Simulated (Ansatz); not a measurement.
L1₀ (CuAu-type) CoPt

All values below come from r²SCAN (Ansatz, a first-principles code, plane waves, PAW).

Numerical settings: plane-wave cutoff 560 eV, 20×20×16 k mesh (along the axes of the cell as run), Fermi–Dirac smearing 0.05 eV, spin-polarised with parallel moments, scalar-relativistic PAW data made under PBE.

Cell (measured lattice):

```yaml
crystal:
  lattice:
    - [2.69400, 0.00000, 0.00000]
    - [0.00000, 2.69400, 0.00000]
    - [0.00000, 0.00000, 3.70700]
  atoms:
    - { symbol: Co, position: [0.00000, 0.00000, 0.00000], spin: 2.0 }
    - { symbol: Pt, position: [0.50000, 0.50000, 0.50000] }
```

```
Quantity                                                 Value
-----------------------------------------------  -------------
band gap                                         zero (no gap)
magnetic moment (largest site, within a sphere)        2.21 μB
```

Note: cell and atoms aren't relaxed at this level (pressure -1.8 GPa).

Spins in the cell block are starting values.

Moments are spin moments.

Spin–orbit coupling is not included.

The result took about 4 core-minutes (a rough figure).
